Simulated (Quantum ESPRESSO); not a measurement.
# Co (P-3m1) in Quantum ESPRESSO: notebook

Runs on Co. Level: PBEsol. Tasks: single point, equation of state.

All numbers are computed with Quantum ESPRESSO 7.5; they aren't measurements. Logs are shortened: lines on timing, memory, paths and dates and some standing lists are left out, and cuts for length are marked.

## Step 1: The structure

Symmetry: P-3m1, No. 164, trigonal system. Conventional cell: a = 2.487 Å, b = 2.487 Å, c = 4.063 Å, α = 90.00°, β = 90.00°, γ = 120.00°. Co (site symmetry 3m) has 12 Co at 2.42 to 2.55 Å as nearest neighbours.

## Step 2: Single point, PBEsol, collinear spin, ferromagnetic start, 10.23 Å³/atom

Input file pw.in:

```
&CONTROL
  calculation = 'scf'
  prefix = 'pwscf'
  outdir = './tmp'
  pseudo_dir = './pseudo'
  tstress = .true.
  disk_io = 'nowf'
/
&SYSTEM
  ibrav = 0
  nat = 2
  ntyp = 1
  ecutwfc = 56
  ecutrho = 448
  nbnd = 28
  occupations = 'smearing'
  smearing = 'fd'
  degauss = 0.00367493
  nspin = 2
  starting_magnetization(1) = 0.1176
/
&ELECTRONS
  conv_thr = 4d-10
  electron_maxstep = 120
  mixing_beta = 0.3
/
ATOMIC_SPECIES
Co    58.9332 co_pbesol_v1.2.uspp.F.UPF
CELL_PARAMETERS angstrom
   2.4365880777    0.0000000000    0.0000000000
  -1.2182940388    2.1101471738    0.0000000000
   0.0000000000    0.0000000000    3.9803419532
ATOMIC_POSITIONS crystal
Co     0.3333333333    0.6666666667    0.7401390000
Co     0.6666666667    0.3333333333    0.2598610000
K_POINTS automatic
12 12 7 0 0 0
```

Potentials or basis: GBRV 1.5 PBEsol.

Command:

```console
$ OMP_NUM_THREADS=1 mpirun -n 2 pw.x -nk 2 -in pw.in > pw.out
```

pw.out:

```text
This program is part of the open-source Quantum ESPRESSO suite
     for quantum simulation of materials; please cite
[... 13 lines left out ...]
     --------------------
     sticks:   dense  smooth     PW     G-vecs:    dense   smooth      PW
     Sum         649     313    109                22071     7715    1389

     Using Slab Decomposition

     bravais-lattice index     =            0
     lattice parameter (alat)  =       4.6045  a.u.
     unit-cell volume          =     138.1058 (a.u.)^3
     number of atoms/cell      =            2
     number of atomic types    =            1
     number of electrons       =        34.00
     number of Kohn-Sham states=           28
     kinetic-energy cutoff     =      56.0000  Ry
     charge density cutoff     =     448.0000  Ry
     scf convergence threshold =      4.0E-10
     mixing beta               =       0.3000
     number of iterations used =            8  plain     mixing
     Exchange-correlation= SLA  PW   PSX  PSC
                           (   1   4  10   8   0   0   0)

     celldm(1)=   4.604484  celldm(2)=   0.000000  celldm(3)=   0.000000
     celldm(4)=   0.000000  celldm(5)=   0.000000  celldm(6)=   0.000000

     crystal axes: (cart. coord. in units of alat)
               a(1) = (   1.000000   0.000000   0.000000 )
               a(2) = (  -0.500000   0.866025   0.000000 )
               a(3) = (   0.000000   0.000000   1.633572 )

     reciprocal axes: (cart. coord. in units 2 pi/alat)
               b(1) = (  1.000000  0.577350 -0.000000 )
               b(2) = (  0.000000  1.154701  0.000000 )
               b(3) = (  0.000000 -0.000000  0.612155 )

     PseudoPot. # 1 for Co read from file:
     co_pbesol_v1.2.uspp.F.UPF
     Pseudo is Ultrasoft + core correction, Zval = 17.0
     Generated by new atomic code, or converted to UPF format
     Using radial grid of  863 points,  6 beta functions with:
                l(1) =   0
                l(2) =   0
                l(3) =   1
                l(4) =   1
                l(5) =   2
                l(6) =   2
     Q(r) pseudized with  8 coefficients,  rinner =    1.200   1.200   1.200
                                                       1.200   1.200

     atomic species   valence    mass     pseudopotential
     Co               17.00    58.93320     Co( 1.00)

     Starting magnetic structure
     atomic species   magnetization
     Co              0.118

     12 Sym. Ops., with inversion, found

   Cartesian axes

     site n.     atom                  positions (alat units)
         1        Co     tau(   1) = (  -0.0000000   0.5773503   1.2090703  )
         2        Co     tau(   2) = (   0.5000000   0.2886751   0.4245016  )

     number of k points=   112  Fermi-Dirac smearing, width (Ry)=  0.0037

     Number of k-points >= 100: set verbosity='high' to print them.

     Dense  grid:    22071 G-vectors     FFT dimensions: (  32,  32,  54)

     Smooth grid:     7715 G-vectors     FFT dimensions: (  24,  24,  36)

     Check: negative core charge=   -0.000038
     Generating pointlists ...
     new r_m :   0.4018 (alat units)  1.8502 (a.u.) for type    1

     Initial potential from superposition of free atoms

     starting charge      32.0000, renormalised to      34.0000
     Starting wfcs are   26 randomized atomic wfcs +    2 random wfcs

     Self-consistent Calculation

     iteration #  1     ecut=    56.00 Ry     beta= 0.30
     Davidson diagonalization with overlap
     ethr =  1.00E-02,  avg # of iterations =  4.6

     total energy              =    -593.61732290 Ry
     estimated scf accuracy    <      13.86177392 Ry

     total magnetization       =     2.04 Bohr mag/cell
     absolute magnetization    =     2.08 Bohr mag/cell

     iteration #  2     ecut=    56.00 Ry     beta= 0.30
     Davidson diagonalization with overlap
     ethr =  1.00E-02,  avg # of iterations =  2.0

     total energy              =    -596.47274078 Ry
     estimated scf accuracy    <       0.40491501 Ry

     total magnetization       =     3.09 Bohr mag/cell
     absolute magnetization    =     3.24 Bohr mag/cell

     iteration #  3     ecut=    56.00 Ry     beta= 0.30
     Davidson diagonalization with overlap
     ethr =  1.19E-03,  avg # of iterations =  1.1

     total energy              =    -596.54496213 Ry
     estimated scf accuracy    <       0.00760566 Ry

     total magnetization       =     3.18 Bohr mag/cell
     absolute magnetization    =     3.35 Bohr mag/cell

     iteration #  4     ecut=    56.00 Ry     beta= 0.30
     Davidson diagonalization with overlap
     ethr =  2.24E-05,  avg # of iterations =  3.6

     total energy              =    -596.54603253 Ry
     estimated scf accuracy    <       0.00220778 Ry

     total magnetization       =     3.18 Bohr mag/cell
     absolute magnetization    =     3.38 Bohr mag/cell

     iteration #  5     ecut=    56.00 Ry     beta= 0.30
     Davidson diagonalization with overlap
     ethr =  6.49E-06,  avg # of iterations =  2.0

     total energy              =    -596.54656030 Ry
     estimated scf accuracy    <       0.00071928 Ry

     total magnetization       =     3.19 Bohr mag/cell
     absolute magnetization    =     3.45 Bohr mag/cell

     iteration #  6     ecut=    56.00 Ry     beta= 0.30
     Davidson diagonalization with overlap
     ethr =  2.12E-06,  avg # of iterations =  1.1

     total energy              =    -596.54668726 Ry
     estimated scf accuracy    <       0.00020414 Ry

     total magnetization       =     3.20 Bohr mag/cell
     absolute magnetization    =     3.47 Bohr mag/cell

     iteration #  7     ecut=    56.00 Ry     beta= 0.30
     Davidson diagonalization with overlap
     ethr =  6.00E-07,  avg # of iterations =  1.1

     total energy              =    -596.54670118 Ry
     estimated scf accuracy    <       0.00010655 Ry

     total magnetization       =     3.21 Bohr mag/cell
     absolute magnetization    =     3.51 Bohr mag/cell

     iteration #  8     ecut=    56.00 Ry     beta= 0.30
     Davidson diagonalization with overlap
     ethr =  3.13E-07,  avg # of iterations =  1.5

     total energy              =    -596.54672564 Ry
     estimated scf accuracy    <       0.00000517 Ry

     total magnetization       =     3.22 Bohr mag/cell
     absolute magnetization    =     3.52 Bohr mag/cell

     iteration #  9     ecut=    56.00 Ry     beta= 0.30
     Davidson diagonalization with overlap
     ethr =  1.52E-08,  avg # of iterations =  1.5

     total energy              =    -596.54672698 Ry
     estimated scf accuracy    <       0.00000082 Ry

     total magnetization       =     3.22 Bohr mag/cell
     absolute magnetization    =     3.52 Bohr mag/cell

     iteration # 10     ecut=    56.00 Ry     beta= 0.30
     Davidson diagonalization with overlap
     ethr =  2.41E-09,  avg # of iterations =  1.2

     total energy              =    -596.54672714 Ry
     estimated scf accuracy    <       0.00000011 Ry

     total magnetization       =     3.22 Bohr mag/cell
     absolute magnetization    =     3.53 Bohr mag/cell

     iteration # 11     ecut=    56.00 Ry     beta= 0.30
     Davidson diagonalization with overlap
     ethr =  3.15E-10,  avg # of iterations =  1.5

     total energy              =    -596.54672719 Ry
     estimated scf accuracy    <          4.6E-10 Ry

     total magnetization       =     3.22 Bohr mag/cell
     absolute magnetization    =     3.53 Bohr mag/cell

     iteration # 12     ecut=    56.00 Ry     beta= 0.30
     Davidson diagonalization with overlap
     ethr =  1.34E-12,  avg # of iterations =  2.0

     Magnetic moment per site  (integrated on atomic sphere of radius R)
     atom   1 (R=0.402)  charge= 15.4019  magn=  1.6832
     atom   2 (R=0.402)  charge= 15.4019  magn=  1.6832

     End of self-consistent calculation

     Number of k-points >= 100: set verbosity='high' to print the bands.

     the Fermi energy is    19.6631 ev

!    total energy              =    -596.54672720 Ry
     estimated scf accuracy    <          9.0E-11 Ry
     smearing contrib. (-TS)   =      -0.00105970 Ry
     internal energy E=F+TS    =    -596.54566750 Ry

     The total energy is F=E-TS. E is the sum of the following terms:
     one-electron contribution =    -297.31202348 Ry
     hartree contribution      =     171.92347172 Ry
     xc contribution           =     -64.78095390 Ry
     ewald contribution        =    -406.37616185 Ry

     total magnetization       =     3.22 Bohr mag/cell
     absolute magnetization    =     3.53 Bohr mag/cell

     convergence has been achieved in  12 iterations

     Computing stress (Cartesian axis) and pressure

          total   stress  (Ry/bohr**3)                   (kbar)     P=       48.78
   0.00041157  -0.00000000   0.00000000           60.54       -0.00        0.00
  -0.00000000   0.00041157  -0.00000000           -0.00       60.54       -0.00
   0.00000000   0.00000000   0.00017162            0.00        0.00       25.25

=------------------------------------------------------------------------------=
   JOB DONE.
=------------------------------------------------------------------------------=
```

It took 23 s on 2 MPI ranks of AMD EPYC 9R45 (Zen 5), shared host; peak memory 0.28 GiB.

Results:

* Free energy: -8116.4317 eV
* Pressure: 4.9 GPa
* Band gap on the k mesh: none (metal or under the smearing width)
* Net moment: 3.22 μB per cell
* Absolute moment: 3.53 μB per cell
* Site moments: Co +1.68 μB
* Valence electrons inside the program's atomic spheres: Co 15.40

## Step 3: Single point, PBEsol, collinear spin, ferromagnetic start, 10.45 Å³/atom

pw.in, as its differences from that of step 2:

```diff
@@ -29,5 +29,5 @@
 CELL_PARAMETERS angstrom
-   2.4365880777    0.0000000000    0.0000000000
-  -1.2182940388    2.1101471738    0.0000000000
-   0.0000000000    0.0000000000    3.9803419532
+   2.4537477140    0.0000000000    0.0000000000
+  -1.2268738570    2.1250078548    0.0000000000
+   0.0000000000    0.0000000000    4.0083734539
 ATOMIC_POSITIONS crystal
```

Potentials or basis: GBRV 1.5 PBEsol.

Command:

```console
$ OMP_NUM_THREADS=1 mpirun -n 2 pw.x -nk 2 -in pw.in > pw.out
```

Run time: 24 s. Hardware: 2 MPI ranks of AMD EPYC 9R45 (Zen 5), shared host; peak memory 0.28 GiB.

It converged, with:

```yaml
Free_energy: -8116.4382 eV
Pressure: -0.3 GPa
Band_gap_on_the_k_mesh: none (metal or under the smearing width)
Net_moment: 3.27 μB per cell
Absolute_moment: 3.58 μB per cell
Site_moments: Co +1.71 μB
Valence_electrons_inside_the_program's_atomic_spheres: Co 15.42
```

## Step 4: Single point, PBEsol, collinear spin, ferromagnetic start, 10.67 Å³/atom

pw.in, as its differences from that of step 3:

```diff
@@ -29,5 +29,5 @@
 CELL_PARAMETERS angstrom
-   2.4537477140    0.0000000000    0.0000000000
-  -1.2268738570    2.1250078548    0.0000000000
-   0.0000000000    0.0000000000    4.0083734539
+   2.4706706468    0.0000000000    0.0000000000
+  -1.2353353234    2.1396635445    0.0000000000
+   0.0000000000    0.0000000000    4.0360182824
 ATOMIC_POSITIONS crystal
```

Command:

```console
$ OMP_NUM_THREADS=1 mpirun -n 2 pw.x -nk 2 -in pw.in > pw.out
```

It took 24 s on 2 MPI ranks of AMD EPYC 9R45 (Zen 5), shared host; peak memory 0.3 GiB.

Results (log left out):

```
Free energy                                           : -8116.4313 eV
Pressure                                              : -4.9 GPa
Band gap on the k mesh                                : none (metal or under the smearing width)
Net moment                                            : 3.31 μB per cell
Absolute moment                                       : 3.63 μB per cell
Site moments                                          : Co +1.73 μB
Valence electrons inside the program's atomic spheres : Co 15.44
```

## Step 5: Single point, PBEsol, collinear spin, ferromagnetic start, 10.89 Å³/atom

pw.in, as its differences from that of step 4:

```diff
@@ -29,5 +29,5 @@
 CELL_PARAMETERS angstrom
-   2.4706706468    0.0000000000    0.0000000000
-  -1.2353353234    2.1396635445    0.0000000000
-   0.0000000000    0.0000000000    4.0360182824
+   2.4873648738    0.0000000000    0.0000000000
+  -1.2436824369    2.1541211692    0.0000000000
+   0.0000000000    0.0000000000    4.0632895034
 ATOMIC_POSITIONS crystal
```

Command:

```console
$ OMP_NUM_THREADS=1 mpirun -n 2 pw.x -nk 2 -in pw.in > pw.out
```

Run time: 24 s. Hardware: 2 MPI ranks of AMD EPYC 9R45 (Zen 5), shared host; peak memory 0.3 GiB.

The run converged. Its results:

| Quantity | Value |
| --- | --- |
| Free energy | -8116.4125 eV |
| Pressure | -9.1 GPa |
| Band gap on the k mesh | none (metal or under the smearing width) |
| Net moment | 3.34 μB per cell |
| Absolute moment | 3.67 μB per cell |
| Site moments | Co +1.75 μB |
| Valence electrons inside the program's atomic spheres | Co 15.45 |

## Step 6: Single point, PBEsol, collinear spin, ferromagnetic start, 11.10 Å³/atom

pw.in, as its differences from that of step 5:

```diff
@@ -29,5 +29,5 @@
 CELL_PARAMETERS angstrom
-   2.4873648738    0.0000000000    0.0000000000
-  -1.2436824369    2.1541211692    0.0000000000
-   0.0000000000    0.0000000000    4.0632895034
+   2.5038379689    0.0000000000    0.0000000000
+  -1.2519189845    2.1683872881    0.0000000000
+   0.0000000000    0.0000000000    4.0901994896
 ATOMIC_POSITIONS crystal
```

Potentials or basis: GBRV 1.5 PBEsol.

Command:

```console
$ OMP_NUM_THREADS=1 mpirun -n 2 pw.x -nk 2 -in pw.in > pw.out
```

Wall time 24 s (2 MPI ranks of AMD EPYC 9R45 (Zen 5), shared host); peak memory 0.3 GiB.

The run converged. Its results:

```yaml
Free_energy: -8116.3829 eV
Pressure: -12.9 GPa
Band_gap_on_the_k_mesh: none (metal or under the smearing width)
Net_moment: 3.36 μB per cell
Absolute_moment: 3.71 μB per cell
Site_moments: Co +1.76 μB
Valence_electrons_inside_the_program's_atomic_spheres: Co 15.47
```

## Step 7: Single point, PBEsol, collinear spin, ferromagnetic start, 11.32 Å³/atom

pw.in, as its differences from that of step 6:

```diff
@@ -29,5 +29,5 @@
 CELL_PARAMETERS angstrom
-   2.5038379689    0.0000000000    0.0000000000
-  -1.2519189845    2.1683872881    0.0000000000
-   0.0000000000    0.0000000000    4.0901994896
+   2.5200971126    0.0000000000    0.0000000000
+  -1.2600485563    2.1824681195    0.0000000000
+   0.0000000000    0.0000000000    4.1167599708
 ATOMIC_POSITIONS crystal
```

Command:

```console
$ OMP_NUM_THREADS=1 mpirun -n 2 pw.x -nk 2 -in pw.in > pw.out
```

Run time: 27 s. Hardware: 2 MPI ranks of AMD EPYC 9R45 (Zen 5), shared host; peak memory 0.3 GiB.

Results (log left out):

* Free energy: -8116.3437 eV
* Pressure: -16.2 GPa
* Band gap on the k mesh: none (metal or under the smearing width)
* Net moment: 3.39 μB per cell
* Absolute moment: 3.74 μB per cell
* Site moments: Co +1.78 μB
* Valence electrons inside the program's atomic spheres: Co 15.48

## Step 8: Single point, PBEsol, collinear spin, ferromagnetic start, 11.54 Å³/atom

pw.in, as its differences from that of step 7:

```diff
@@ -29,5 +29,5 @@
 CELL_PARAMETERS angstrom
-   2.5200971126    0.0000000000    0.0000000000
-  -1.2600485563    2.1824681195    0.0000000000
-   0.0000000000    0.0000000000    4.1167599708
+   2.5361491194    0.0000000000    0.0000000000
+  -1.2680745597    2.1963695652    0.0000000000
+   0.0000000000    0.0000000000    4.1429820789
 ATOMIC_POSITIONS crystal
```

Command:

```console
$ OMP_NUM_THREADS=1 mpirun -n 2 pw.x -nk 2 -in pw.in > pw.out
```

Wall time 28 s (2 MPI ranks of AMD EPYC 9R45 (Zen 5), shared host); peak memory 0.3 GiB.

Results (log left out):

```
Free energy                                           : -8116.2961 eV
Pressure                                              : -19.0 GPa
Band gap on the k mesh                                : none (metal or under the smearing width)
Net moment                                            : 3.42 μB per cell
Absolute moment                                       : 3.78 μB per cell
Site moments                                          : Co +1.79 μB
Valence electrons inside the program's atomic spheres : Co 15.50
```

## Step 9: Equation of state, PBEsol, collinear spin, ferromagnetic start

Potentials or basis: GBRV 1.5 PBEsol.

No new run: the results of the series are fitted here.

Results:

```
Equilibrium volume                        : 10.44 Å³/atom
Bulk modulus at fixed shape and positions : 237 GPa
Pressure derivative of the bulk modulus   : 4.4
```

Energy against volume, from the lowest point:
```
volume (Å³/atom)  energy (meV/atom)
          10.233               3.24
          10.450               0.00
          10.668               3.43
          10.886              12.84
          11.103              27.63
          11.321              47.22
          11.539              71.04
```

Caveat: the cell was scaled at fixed shape and fractional positions, which overstates the stiffness of a crystal with free parameters, most of all of layers and chains.
